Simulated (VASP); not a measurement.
Data:

```xyz
6
Lattice="4.4081 0.0000 0.0000 0.0000 4.4081 0.0000 0.0000 0.0000 3.0597" Properties=species:S:1:pos:R:3 pbc="T T T"
Ru     2.2040     2.2040     1.5298
Ru     0.0000     0.0000     0.0000
O      3.5505     0.8576     1.5298
O      0.8576     3.5505     1.5298
O      1.3464     1.3464     0.0000
O      3.0617     3.0617     0.0000
```

The numbers are results of PBE GGA, VASP's PBE PAW potentials (set 64) (plane waves; VASP 6.6.1), not measurements. Run with 400 eV cut-off, 9×9×13 Γ-centred mesh, first-order Methfessel-Paxton smearing of 0.050 eV, potentials Ru_pv O.

At this cut-off the stress carries a Pulay error, which pulls relaxed volumes low.

Problem. What does the run give for the energy per atom (σ→0), pressure, band gap (on the k-mesh) with the smallest direct gap where there is one?

Solution. 
```
Item                                                        Result
------------------------  ----------------------------------------
band gap (on the k-mesh)  none (metal, semimetal or under 0.01 eV)
energy per atom (σ→0)                               -7396 meV/atom
pressure                                                 14.94 GPa
```

The absolute energy has meaning only against runs of the same code, potentials and settings.

The structure comes from a computed database's RuO2 entry; how it stands against other phases isn't given here. The cell was not relaxed at this level.
